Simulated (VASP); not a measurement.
Wanted: the native input for a VASP 6.6.1 run.

```
Task                   : relaxation of cell and atoms
Functional             : r2SCAN
Potentials or basis    : VASP PAW PBE potentials, release 64 (Zr_sv)
Cutoff                 : 600 eV
k mesh                 : 9 × 9 × 12
Occupations            : methfessel-paxton, width 0.1 eV
Spin                   : no spin polarisation
Further INCAR settings : ALGO = Normal; EDIFF = 1e-07; IBRION = 2; EDIFFG = -0.005; NSW = 90; ISIF = 3
```

The structure of Zr lies in POSCAR:

```
Zr                                      
1.0
    5.0348017730      0.0000000000      0.0000000000
   -2.5174008865      4.3602662363     -0.0000000000
   -0.0000000000      0.0000000000      3.1619412116
  Zr            
     3
Direct
     0.6666666699999979    0.3333333300000021    0.5000000000000000
     0.3333333300000021    0.6666666699999979    0.5000000000000000
     1.0000000000000000    1.0000000000000000    0.0000000000000000
```

The cell was built by a generator and needn't be a form met in nature.

One way to write it, as run:

INCAR

```
PREC = Accurate ; ENCUT = 600
EDIFF = 1E-7 ; ISMEAR = 1
SIGMA = 0.1 ; LREAL = F
LASPH = T ; NELM = 80
ALGO = Normal ; ISIF = 3
LWAVE = F ; LCHARG = F
METAGGA = R2SCAN ; LMIXTAU = T
IBRION = 2 ; NSW = 90
EDIFFG = -0.005
```

KPOINTS

```
Automatic mesh
0
Gamma
  9 9 12
```

Potentials or basis: VASP PAW PBE potentials, release 64 (Zr_sv).

Command:

```console
$ cat potpaw_PBE.64/Zr_sv/POTCAR > POTCAR
$ mpirun -np 1 vasp_std > vasp.out
```

It gave:

The pressure after relaxing is 0.0 GPa and the band gap on the k mesh is none (metal or under the smearing width).

Caveat: the relaxation stopped at its first step, so nothing moved; the PAW data sets were made with another functional, which shifts forces and pressure a little.

Wall time 6.6 min on 1 thread of Intel(R) Xeon(R) Platinum 8488C (Sapphire Rapids) (shared host), peak memory 0.29 GiB.
